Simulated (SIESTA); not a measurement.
ZnS (Wurtzite-6H):

```
CELL_PARAMETERS angstrom
3.81200 0.00000 0.00000
-1.90600 3.30129 0.00000
0.00000 0.00000 18.68999
ATOMIC_POSITIONS crystal
Zn 0.33333 0.66667 0.83333
Zn 0.66667 0.33333 0.33333
Zn 0.66667 0.33333 0.66667
Zn 0.33333 0.66667 0.16667
Zn 0.00000 0.00000 0.50000
Zn 0.00000 0.00000 0.00000
S 0.33333 0.66667 0.95833
S 0.66667 0.33333 0.45833
S 0.66667 0.33333 0.79167
S 0.33333 0.66667 0.29167
S 0.00000 0.00000 0.62500
S 0.00000 0.00000 0.12500
```

Base run:

| Property | Result |
| --- | --- |
| Program | SIESTA 5.4.2 |
| Functional | PBE |
| Potentials or basis | PseudoDojo 0.4 standard (PBE files) |
| Basis | DZP (energy shift 0.002 Ry) |
| Grid cutoff | 800 Ry |
| Energy shift | 0.002 Ry |
| k mesh | 8 × 8 × 2 |
| Occupations | fermi-dirac, width 0.05 eV |
| Spin | no spin polarisation |

Its results: band gap on the k mesh 2.82 eV, direct; pressure 4.0 GPa; largest force 0.035 eV/Å.

The run is repeated on the same cell with these changes: functional from PBE to RPBE. What comes out?

Band gap on the k mesh 3.00 eV, direct; pressure 6.6 GPa; largest force 0.032 eV/Å.

RPBE binds less tightly than PBE, so the same cell stands under more pressure.

Caveats: semicore shells carry a single zeta, which can move pressures by several GPa and volumes by a few percent; the valence orbitals were made in a potential fitted to the semicore shell under them, which widens gaps by tenths of an eV or more; the cell's inner coordinates are idealised or old, which leaves forces on the atoms; the basis of atomic orbitals isn't converged, which shifts pressures, moduli and gaps; the potentials were made for another functional, which shifts forces and pressure (some runs).
